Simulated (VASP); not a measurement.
Mg: single point with PBE

The system is Mg.

```
Mg
1.0
    -1.83599    1.83599    1.67940
     1.83599   -1.83599    1.67940
     1.83599    1.83599   -1.67940
Mg
1
Direct
  0.00000 0.00000 0.00000
```

This isn't the form of Mg at room conditions, which is hcp.

* Program: VASP 6.6.1
* Task: single point
* Functional: PBE
* Potentials or basis: VASP PAW PBE potentials, release 64 (Mg)
* Cutoff: 520 eV
* k mesh: 6 × 6 × 6
* Occupations: fermi-dirac, width 0.02 eV
* Spin: no spin polarisation

The pressure is 0.6 GPa and the band gap on the k mesh is none (metal or under the smearing width).

Stress tensor (GPa, compression positive):
```
-0.95  0.00  0.00
 0.00 -0.95  0.00
 0.00  0.00  3.73
```

Levels at points of the mesh, in eV from the Fermi level:
| k point | band 1 | band 2 | band 3 | band 4 | band 5 | band 6 |
| --- | --- | --- | --- | --- | --- | --- |
| (0.00, 0.00, 0.00) | -7.14 | 11.82 | 13.68 | 13.68 | 14.01 | 14.23 |
| (0.50, 0.00, 0.00) | -1.49 | -0.81 | 8.06 | 8.86 | 9.62 | 11.24 |
| (0.50, 0.50, 0.00) | -1.90 | -1.46 | 9.68 | 10.40 | 11.37 | 11.94 |
| (0.50, 0.50, 0.50) | 3.09 | 3.09 | 3.45 | 4.02 | 5.25 | 7.87 |

Wall time 2.1 s on 1 thread of AMD EPYC 9R45 96-Core Processor (Zen 5), on a shared host, peak memory 0.1 GiB.

Caveat: the k mesh is coarse (spacing up to 0.42 Å⁻¹), so the values aren't converged.
